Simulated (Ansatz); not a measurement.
CsPbCl3:

```
Pb Cs Cl
1.0
     5.60500    0.00000    0.00000
     0.00000    5.60500    0.00000
     0.00000    0.00000    5.60500
Pb Cs Cl
1 1 3
Direct
  0.50000 0.50000 0.50000
  0.00000 0.00000 0.00000
  0.50000 0.00000 0.50000
  0.00000 0.50000 0.50000
  0.50000 0.50000 0.00000
```

| Property | Result |
| --- | --- |
| Program | Ansatz 0.2.0 |
| Task | relaxation of cell and atoms |
| Functional | LDA |
| Potentials or basis | Ansatz PAW |
| Cutoff | 420 eV (not typed: the program's choice for these potentials) |
| k mesh | 5 × 5 × 5 |
| Occupations | fermi-dirac, width 0.05 eV |
| Spin | no spin polarisation |

At the start: volume 35.22 Å³/atom.

Question: Where does the relaxation end?

Answer: It ends after 4 steps and the volume is 33.54 Å³/atom (-4.8 %); space group Pm-3m (No. 221, to 0.05 Å).

The path:
```
step  energy change (eV)  largest force (eV/Å)  volume (Å³)
   1              0.0000                0.0000       176.09
   2             -0.0299                0.0000       170.54
   3             -0.0336                0.0000       167.68
   4             -0.0333                0.0000       167.68
```

Final structure:
```
Pb Cs Cl
1.0
     5.51432    0.00000    0.00000
     0.00000    5.51432    0.00000
     0.00000    0.00000    5.51432
Pb Cs Cl
1 1 3
Cartesian
  2.7572 2.7572 2.7572
  0.0000 0.0000 0.0000
  2.7572 0.0000 2.7572
  0.0000 2.7572 2.7572
  2.7572 2.7572 0.0000
```

Caveat: the plane-wave basis is chosen anew once the cell has moved, so the energies of steps on either side of that aren't comparable; the PAW data sets come from PBE, with cores solved anew for the run's functional, which leaves a small shift of forces and pressure.
